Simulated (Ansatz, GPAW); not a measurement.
# Ballistic transport through a C6 chain between two Ir chains, from relaxation to T(E), part 3 of 3

Aim: the conductance of a C6 chain between two Ir chains after relaxation, and whether geometry, basis or functional moves it most.

GPAW 26.7.0 and Ansatz 0.2.0; Ansatz plane waves; relaxation of the junction with the lead ends held; PAW set soft_1 (the session's first sound run).

So far, transmission at the Fermi level (one spin): step 3 (plane waves, PBE) 1.97; step 4 (GPAW, dzp, PBE, GPAW) 1.96. Also conductance of the perfect lead (G₀): step 3 5.80.

## (5) Single-zeta polarised basis

Level of this step: GPAW LCAO, PAW setups; Landauer transmission from Green's functions with principal layers (ASE), zero bias (GPAW).

One radial function a shell plus polarisation makes the matrices smaller; the question is what that costs.

Contents of run.py:

```python
import json
import numpy as np
from ase import Atoms
from ase.transport.calculators import TransportCalculator
from gpaw import GPAW, FermiDirac
from gpaw.lcao.tools import get_lcao_hamiltonian
from scipy.linalg import eigh

# The junction with lead layers at both ends, along the third cell vector
device = Atoms(
    ['Ir', 'Ir', 'Ir', 'Ir', 'Ir', 'Ir', 'Ir', 'Ir', 'C', 'C', 'C', 'C', 'C', 'C', 'Ir', 'Ir', 'Ir', 'Ir', 'Ir', 'Ir', 'Ir', 'Ir'],
    positions=[
        [4.50000, 4.50000, 1.15000],
        [4.50000, 4.50000, 3.45000],
        [4.50000, 4.50000, 5.75000],
        [4.50000, 4.50000, 8.05000],
        [4.50000, 4.50000, 10.35000],
        [4.50000, 4.50000, 12.65000],
        [4.34317, 3.78585, 14.92540],
        [4.59430, 4.82422, 17.05423],
        [4.51814, 4.50509, 18.90658],
        [4.50739, 4.45010, 20.22270],
        [4.51587, 4.47483, 21.53996],
        [4.52529, 4.50888, 22.84555],
        [4.53093, 4.53420, 24.16283],
        [4.51080, 4.48241, 25.47905],
        [4.40429, 4.17307, 27.33176],
        [4.74522, 5.18609, 29.46041],
        [4.50000, 4.50000, 31.73700],
        [4.50000, 4.50000, 34.03700],
        [4.50000, 4.50000, 36.33700],
        [4.50000, 4.50000, 38.63700],
        [4.50000, 4.50000, 40.93700],
        [4.50000, 4.50000, 43.23700]],
    cell=[[9.0, 0.0, 0.0], [0.0, 9.0, 0.0], [0.0, 0.0, 44.387]],
    pbc=True)

# One principal layer of the lead: the first 5 atoms of the device
lead = Atoms(
    ['Ir', 'Ir', 'Ir', 'Ir', 'Ir'],
    positions=[
        [4.50000, 4.50000, 1.15000],
        [4.50000, 4.50000, 3.45000],
        [4.50000, 4.50000, 5.75000],
        [4.50000, 4.50000, 8.05000],
        [4.50000, 4.50000, 10.35000]],
    cell=[[9.0, 0.0, 0.0], [0.0, 9.0, 0.0], [0.0, 0.0, 11.5]],
    pbc=True)

settings = dict(mode='lcao', basis='szp(dzp)', xc='PBE', h=0.2,
                occupations=FermiDirac(0.1), maxiter=250,
                mixer=dict(beta=0.1, nmaxold=8, weight=100.0),
                convergence=dict(density=0.0001))
energies = np.arange(-2, 2 + 1e-9, 0.025)
eta = 0.0001
n1, n2 = 1, 1
# k and -k transmit alike, so half of the mesh across the current serves
mesh = [(i, j) for i in range(n1) for j in range(n2) if (i, j) <= (-i % n1, -j % n2)]
weights = np.array([1 if (i, j) == (-i % n1, -j % n2) else 2 for i, j in mesh]) / (n1 * n2)

# [... helper functions left out ...]
fermi_lead = ground_state(lead, (1, 1, 10), 'lead.txt')
fermi_device = ground_state(device, (1, 1, 2), 'device.txt')
# [... loop over the mesh left out, but for ...]
        # Shift the lead onto the potential of the device's first layer
        shift = ((H[:, 0, 0] - H0[:, 0, 0]) / S0[0, 0]).real.mean()
# [...]
kT = 8.617333e-5 * 300
bias = [0.1, 0.2, 0.5, 1.0, 1.5, 2.0]
# [... integrals and printing left out ...]
```

Started as:

```bash
> OMP_NUM_THREADS=1 OPENBLAS_NUM_THREADS=1 python run.py
```

Numbers of over 12 decimals in the logs are rounded to 6 here.

The log of the run:

```text
basis functions: device 294, principal layer 75
Fermi level: lead -3.5970 eV, device -4.0112 eV; lead shifted by -0.0139 eV
largest coupling past the next layer 1.48e-06 eV, largest misfit of the first layer 0.097 eV
  E-E_F (eV)   T (one spin)  channels
    -2.000    1.5793e+00    4.0000
    -1.975    1.6268e+00    4.0000
    -1.950    1.6788e+00    4.0000
[...]
1.975    5.7482e-01    1.0000
     2.000    8.3022e-01    1.0000
conductance at 300 K: 1.9394 G0 a cell; thermopower -1.059 uV/K
current from the zero-bias T(E) at 0.1 V: 14.993 uA
current from the zero-bias T(E) at 0.2 V: 29.743 uA
current from the zero-bias T(E) at 0.5 V: 69.037 uA
current from the zero-bias T(E) at 1.0 V: 119.55 uA
current from the zero-bias T(E) at 1.5 V: 160.97 uA
current from the zero-bias T(E) at 2.0 V: 201.46 uA
```

Run time: 1.9 min. Hardware: 1 thread of AMD EPYC 9R45 (Zen 5), shared host; peak memory 1.5 GiB.

This step gave:

* conductance: 1.939 G₀
* largest misfit of the first principal layer: 0.09711 eV
* shift that aligns the lead: -0.01394 eV
* basis functions of the junction: 294
* basis functions of a principal layer: 75
* transmission at the Fermi level (one spin): 1.946

The conductance, 1.94 G₀, lies 0.2 % above that of the dzp run.

## (6) GPAW, sz: basis = "sz(dzp)"

The minimal basis is the cheapest rung: no second zeta and no polarisation.

run.py, as its differences from that of step 5:

```diff
@@ -49,3 +49,3 @@
 
-settings = dict(mode='lcao', basis='szp(dzp)', xc='PBE', h=0.2,
+settings = dict(mode='lcao', basis='sz(dzp)', xc='PBE', h=0.2,
                 occupations=FermiDirac(0.1), maxiter=250,
```

The log of the run:

```text
basis functions: device 216, principal layer 60
Fermi level: lead -3.6006 eV, device -4.0823 eV; lead shifted by -0.0133 eV
largest coupling past the next layer 1.47e-06 eV, largest misfit of the first layer 0.048 eV
  E-E_F (eV)   T (one spin)  [channel counts left out]
    -2.000    1.7631e+00
    -1.975    1.8059e+00
    -1.950    1.8411e+00
[...]
1.975    3.2547e-01
     2.000    4.9354e-01
conductance at 300 K: 1.9325 G0 a cell; thermopower -1.085 uV/K
current from the zero-bias T(E) at 0.1 V: 14.946 uA
current from the zero-bias T(E) at 0.2 V: 29.684 uA
current from the zero-bias T(E) at 0.5 V: 69.233 uA
current from the zero-bias T(E) at 1.0 V: 120.27 uA
current from the zero-bias T(E) at 1.5 V: 161.92 uA
current from the zero-bias T(E) at 2.0 V: 201.52 uA
```

Elapsed: 96 s, on 1 thread; peak memory 1.4 GiB.

Numbers from this step:

```yaml
conductance: 1.932 G₀
largest_coupling_past_the_next_principal_layer: 1.47e-6 eV
largest_misfit_of_the_first_principal_layer: 0.04818 eV
shift_that_aligns_the_lead: -0.01329 eV
basis_functions_of_the_junction: 216
basis_functions_of_a_principal_layer: 60
transmission_at_the_fermi_level_one_spin: 1.937
```

One spin. Transmission, zone mean against energy, zero at the Fermi level:

energy (eV), transmission, zone mean and a bar:
```
   -2.000       1.76 ###########################
   -1.850       1.90 #############################
   -1.800       1.89 #############################
   -1.600       1.82 ############################
   -1.400       1.72 ##########################
   -1.200       1.76 ###########################
   -1.000       1.70 ##########################
   -0.800       1.88 #############################
   -0.775       1.89 #############################
   -0.600       1.47 ######################
   -0.400       1.06 ###############
   -0.200       1.62 #########################
    0.000       1.94 ##############################
    0.100       1.96 ##############################
    0.200       1.63 #########################
    0.400       1.59 ########################
    0.600       0.60 ########
    0.800       0.29 ###
    1.000       0.19 #
    1.200       0.15 #
    1.400       0.12 
    1.600       0.11 
    1.800       0.12 
    2.000       0.49 ######
```

The conductance equals that of the dzp run to 0.2 %.

## (7) RPBE in the dzp basis: xc = "RPBE"

Back in the dzp basis, the functional changes from PBE to RPBE, to set the spread between functionals beside that between bases.

run.py, as its differences from that of step 6:

```diff
@@ -49,3 +49,3 @@
 
-settings = dict(mode='lcao', basis='sz(dzp)', xc='PBE', h=0.2,
+settings = dict(mode='lcao', basis='dzp', xc='RPBE', h=0.2,
                 occupations=FermiDirac(0.1), maxiter=250,
```

The log of the run:

```text
basis functions: device 510, principal layer 135
Fermi level: lead -3.7906 eV, device -3.8917 eV; lead shifted by -0.0110 eV
largest coupling past the next layer 1.47e-06 eV, largest misfit of the first layer 0.116 eV
  E-E_F (eV)   T (one spin)  [channel counts left out]
    -2.000    1.5496e+00
    -1.975    1.5932e+00
    -1.950    1.6386e+00
[...]
1.975    1.7089e-01
     2.000    2.0871e-01
conductance at 300 K: 1.9398 G0 a cell; thermopower -1.017 uV/K
current from the zero-bias T(E) at 0.1 V: 14.968 uA
current from the zero-bias T(E) at 0.2 V: 29.524 uA
current from the zero-bias T(E) at 0.5 V: 67.58 uA
current from the zero-bias T(E) at 1.0 V: 119.59 uA
current from the zero-bias T(E) at 1.5 V: 168.54 uA
current from the zero-bias T(E) at 2.0 V: 210.54 uA
```

Wall time 3.3 min (1 thread); peak memory 1.5 GiB.

Numbers from this step:

```
conductance                                 : 1.940 G₀
largest misfit of the first principal layer : 0.1159 eV
shift that aligns the lead                  : -0.01103 eV
basis functions of the junction             : 510
basis functions of a principal layer        : 135
transmission at the Fermi level (one spin)  : 1.957
```

The conductance, 1.94 G₀, lies 0.2 % above that of the dzp run.

## (8) The structure as built: geometry = "as built"

The dzp basis with PBE on the structure as first built shows what the relaxation was worth.

run.py, as its differences from that of step 7:

```diff
@@ -18,12 +18,12 @@
         [4.50000, 4.50000, 12.65000],
-        [4.34317, 3.78585, 14.92540],
-        [4.59430, 4.82422, 17.05423],
-        [4.51814, 4.50509, 18.90658],
-        [4.50739, 4.45010, 20.22270],
-        [4.51587, 4.47483, 21.53996],
-        [4.52529, 4.50888, 22.84555],
-        [4.53093, 4.53420, 24.16283],
-        [4.51080, 4.48241, 25.47905],
-        [4.40429, 4.17307, 27.33176],
-        [4.74522, 5.18609, 29.46041],
+        [4.50000, 4.50000, 14.95000],
+        [4.50000, 4.50000, 17.25000],
+        [4.50000, 4.50000, 19.00850],
+        [4.50000, 4.50000, 20.23850],
+        [4.50000, 4.50000, 21.57850],
+        [4.50000, 4.50000, 22.80850],
+        [4.50000, 4.50000, 24.14850],
+        [4.50000, 4.50000, 25.37850],
+        [4.50000, 4.50000, 27.13700],
+        [4.50000, 4.50000, 29.43700],
         [4.50000, 4.50000, 31.73700],
@@ -49,3 +49,3 @@
 
-settings = dict(mode='lcao', basis='dzp', xc='RPBE', h=0.2,
+settings = dict(mode='lcao', basis='dzp', xc='PBE', h=0.2,
                 occupations=FermiDirac(0.1), maxiter=250,
```

The log of the run:

```text
basis functions: device 510, principal layer 135
Fermi level: lead -3.8817 eV, device -4.0193 eV; lead shifted by -0.0021 eV
largest coupling past the next layer 1.48e-06 eV, largest misfit of the first layer 0.091 eV
  E-E_F (eV)   T (one spin)  [channel counts left out]
    -2.000    1.9415e+00
    -1.975    1.9434e+00
    -1.950    1.9453e+00
[...]
1.975    1.4348e-05
     2.000    1.4387e-05
conductance at 300 K: 1.8806 G0 a cell; thermopower 0.6197 uV/K
current from the zero-bias T(E) at 0.1 V: 14.568 uA
current from the zero-bias T(E) at 0.2 V: 29.121 uA
current from the zero-bias T(E) at 0.5 V: 72.533 uA
current from the zero-bias T(E) at 1.0 V: 143.29 uA
current from the zero-bias T(E) at 1.5 V: 211.2 uA
current from the zero-bias T(E) at 2.0 V: 275.85 uA
```

The job ended after 2.7 min (1 thread; peak memory 1.6 GiB).

Numbers from this step:

- conductance: 1.881 G₀
- largest coupling past the next principal layer: 1.48e-6 eV
- largest misfit of the first principal layer: 0.09147 eV
- shift that aligns the lead: -0.002106 eV
- transmission at the Fermi level (one spin): 1.882

The conductance, 1.88 G₀, lies 2.8 % below that of the dzp run.

## (9) Cost and result by level

Times are wall times on the hardware named with each run. Results by setting:

```tsv
no.	run	conductance (G₀)	time	memory (GiB)
1	pw PBE	1.957	69 s	5.8
2	dzp	1.935	3.4 min	1.5
3	szp	1.939	1.9 min	1.5
4	sz	1.932	96 s	1.4
5	dzp RPBE	1.940	3.3 min	1.5
6	asbuilt	1.881	2.7 min	1.6
```

## (10) Comparison

The curves are compared point by point over the common energies.

This step: comparison of transmission and cost over codes, levels and geometry; PAW set soft_1 (GPAW 26.7.0).

Ladder, by row:

```tsv
step	code	T at the Fermi level (sum over the listed spins)	conductance (G0)	r.m.s. T(E) from the first	wall time (s)	peak memory (GiB)	threads
pw-pbe	Ansatz	1.97	1.957	0	69.02	5.817	4
dzp	GPAW	1.956	1.935	0.08517	204.6	1.54	1
szp	GPAW	1.946	1.939	0.1877	116.8	1.48	1
sz	GPAW	1.937	1.932	0.1905	96.06	1.43	1
dzp-RPBE	GPAW	1.957	1.94	0.08191	198	1.54	1
asbuilt	GPAW	1.881	1.881	0.4849	159.2	1.55	1
```

Transmission, zone mean, sum over the listed spins against energy, zero at the Fermi level:

```tsv
energy (eV)	pw-pbe	dzp	szp	sz	dzp-RPBE	asbuilt
-2.000	1.31	1.56	1.58	1.76	1.55	1.94
-1.850	1.78	1.82	1.85	1.90	1.81	1.95
-1.800	1.86	1.88	1.90	1.89	1.88	1.95
-1.750	1.92	1.92	1.91	1.87	1.92	1.96
-1.700	1.95	1.94	1.91	1.85	1.93	1.96
-1.675	1.95	1.94	1.90	1.84	1.94	1.96
-1.600	1.93	1.91	1.87	1.82	1.91	1.97
-1.400	1.76	1.77	1.77	1.72	1.76	1.97
-1.225	1.85	1.84	1.81	1.77	1.83	1.98
-1.200	1.84	1.84	1.82	1.76	1.84	1.98
-1.000	1.51	1.77	1.77	1.70	1.76	1.97
-0.800	1.91	1.87	1.91	1.88	1.87	1.94
-0.775	1.91	1.87	1.91	1.89	1.87	1.94
-0.600	1.42	1.50	1.43	1.47	1.49	1.92
-0.400	1.21	1.10	1.03	1.06	1.10	1.91
-0.200	1.75	1.58	1.62	1.62	1.59	1.90
0.000	1.97	1.96	1.95	1.94	1.96	1.88
0.050	1.99	1.97	1.97	1.96	1.97	1.87
0.100	1.83	1.89	1.96	1.96	1.88	1.86
0.200	1.58	1.53	1.61	1.63	1.53	1.83
0.400	1.49	1.49	1.59	1.59	1.49	1.74
0.500	1.64	1.58	1.08	1.03	1.59	1.67
0.600	1.34	1.10	0.616	0.601	1.04	1.60
0.800	0.512	0.420	0.292	0.290	0.424	1.45
1.000	0.274	0.248	0.195	0.192	0.249	1.28
1.200	0.195	0.182	0.151	0.145	0.183	1.09
1.400	0.156	0.144	0.128	0.118	0.145	0.873
1.600	0.135	0.122	0.123	0.106	0.122	0.606
1.800	0.134	0.117	0.159	0.117	0.115	0.276
2.000	0.190	0.225	0.830	0.494	0.209	1.4e-5
```

## (11) SCF mesh 1×1×1

The SCF mesh sets the Fermi level of the repeated cell.

This step: GPAW LCAO, PAW setups; Landauer transmission from Green's functions with principal layers (ASE), zero bias (GPAW 26.7.0).

run.py, as its differences from that of step 8:

```diff
@@ -18,12 +18,12 @@
         [4.50000, 4.50000, 12.65000],
-        [4.50000, 4.50000, 14.95000],
-        [4.50000, 4.50000, 17.25000],
-        [4.50000, 4.50000, 19.00850],
-        [4.50000, 4.50000, 20.23850],
-        [4.50000, 4.50000, 21.57850],
-        [4.50000, 4.50000, 22.80850],
-        [4.50000, 4.50000, 24.14850],
-        [4.50000, 4.50000, 25.37850],
-        [4.50000, 4.50000, 27.13700],
-        [4.50000, 4.50000, 29.43700],
+        [4.34317, 3.78585, 14.92540],
+        [4.59430, 4.82422, 17.05423],
+        [4.51814, 4.50509, 18.90658],
+        [4.50739, 4.45010, 20.22270],
+        [4.51587, 4.47483, 21.53996],
+        [4.52529, 4.50888, 22.84555],
+        [4.53093, 4.53420, 24.16283],
+        [4.51080, 4.48241, 25.47905],
+        [4.40429, 4.17307, 27.33176],
+        [4.74522, 5.18609, 29.46041],
         [4.50000, 4.50000, 31.73700],
@@ -62,3 +62,3 @@
 fermi_lead = ground_state(lead, (1, 1, 10), 'lead.txt')
-fermi_device = ground_state(device, (1, 1, 2), 'device.txt')
+fermi_device = ground_state(device, (1, 1, 1), 'device.txt')
 # [... loop over the mesh left out, but for ...]
```

The log of the run:

```text
basis functions: device 510, principal layer 135
Fermi level: lead -3.8817 eV, device -3.9872 eV; lead shifted by -0.0053 eV
largest coupling past the next layer 1.48e-06 eV, largest misfit of the first layer 0.107 eV
  E-E_F (eV)   T (one spin)  [channel counts left out]
    -2.000    1.5403e+00
    -1.975    1.5824e+00
    -1.950    1.6274e+00
    -1.925    1.6736e+00
    -1.900    1.7194e+00
    -1.875    1.7524e+00
    -1.850    1.8016e+00
    -1.825    1.8373e+00
    -1.800    1.8680e+00
    -1.775    1.8934e+00
    -1.750    1.9133e+00
    -1.725    1.9274e+00
    -1.700    1.9359e+00
    -1.675    1.9387e+00
    -1.650    1.9365e+00
    -1.625    1.9298e+00
[...]
1.825    1.1632e-01
     1.850    1.1809e-01
     1.875    1.2081e-01
     1.900    1.2473e-01
     1.925    1.2977e-01
     1.950    1.4191e-01
     1.975    1.6646e-01
     2.000    2.0237e-01
conductance at 300 K: 1.9409 G0 a cell; thermopower -1.235 uV/K
current from the zero-bias T(E) at 0.1 V: 14.984 uA
current from the zero-bias T(E) at 0.2 V: 29.59 uA
current from the zero-bias T(E) at 0.5 V: 67.806 uA
current from the zero-bias T(E) at 1.0 V: 120.02 uA
current from the zero-bias T(E) at 1.5 V: 169.64 uA
current from the zero-bias T(E) at 2.0 V: 212.02 uA
```

Run time: 2.4 min. Hardware: 1 thread; peak memory 1.5 GiB.

The run finished with changed settings (scf_mesh = [1, 1, 1]); it serves as a test.

Side by side:

```tsv
quantity	this run	sound run	difference
conductance (G₀)	1.9409	1.9352	0.00575
largest misfit of the first principal layer (eV)	0.10660	0.11445	-0.00785
shift that aligns the lead (eV)	-0.0053433	-0.011234	0.00589
transmission at the Fermi level (one spin)	1.9552	1.9561	-9.5e-4
```

## (12) What came out

```yaml
conductance: 1.94 G₀
transmission_at_the_fermi_level_mean_of_the_spins: 1.96
```

In the dzp basis the junction conducts 1.94 G₀ at 300 K, with T = 1.96 a spin at the Fermi level; the sz basis reaches that conductance within 10 %. Relaxation moved atoms by up to 0.73 Å and took the conductance from 1.88 to 1.94 G₀, as a ratio a larger change than the step from dzp to the minimal basis. Plane waves (PBE) give T = 1.97 there. At the Fermi level two eigenchannels carry the current (0.98 and 0.98). Measured against the first run (pw-pbe), the nearest curve is that of dzp-RPBE (r.m.s. 0.082) and the farthest that of asbuilt (0.48). Over the compared runs wall time goes from 69 s (pw-pbe) to 205 s (dzp), on a shared host; the plane-wave run used 4 threads and the orbital runs 1. The leads kept an estimated spacing and the cell its length, so the junction may be under some tension or compression. The run had no spin polarisation, so a magnetic state, which chains and small molecules with open shells often have, wasn't tested. Spin-orbit coupling is left out, which matters for the heavy atoms here. An evenly spaced straight chain is an idealisation: free chains tend to dimerise, zigzag or, where a band edge lies near the Fermi level, turn magnetic. The currents use the zero-bias T(E) throughout, which holds only while the bias is small against the distance to the nearest feature. The thermopower isn't quoted: it samples T(E) farther from the Fermi level than the conductance does, and the energy grid wasn't tested for it.

[Logs are printed without paths, hosts, clocks, repeated set-up lines and the standing remarks that a program may print on its own settings, such as how far it seeks lower states.]

[Hosts, paths, dates, database ids (printed as entryN), source tags and the programs' standing remarks are cut or masked in the printed files.]
